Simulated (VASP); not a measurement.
Crystal: KI.

```
K I
1.0
     0.00000    3.50812    3.50812
     3.50812    0.00000    3.50812
     3.50812    3.50812    0.00000
K I
1 1
Direct
  0.00000 0.00000 0.00000
  0.50000 0.50000 0.50000
```

Program: VASP 6.6.1. Alike in all runs: potentials or basis VASP PAW PBE potentials, release 64 (K_sv, I); no spin polarisation; cell as given; k mesh 8 × 8 × 8; cutoff (eV) 520; smearing gaussian 0.03 eV. Hardware: 1 thread of AMD EPYC 9R45 96-Core Processor (Zen 5), with other jobs on the host.

Task: Order these runs on this cell by their wall time, lowest first.
A. task band structure; level PBE
B. task band structure; level r2SCAN
C. task optical spectrum; level PBE

Result: C (44 s), A (140 s), B (620 s).

Caveats: independent-particle spectra lack excitons (some runs).
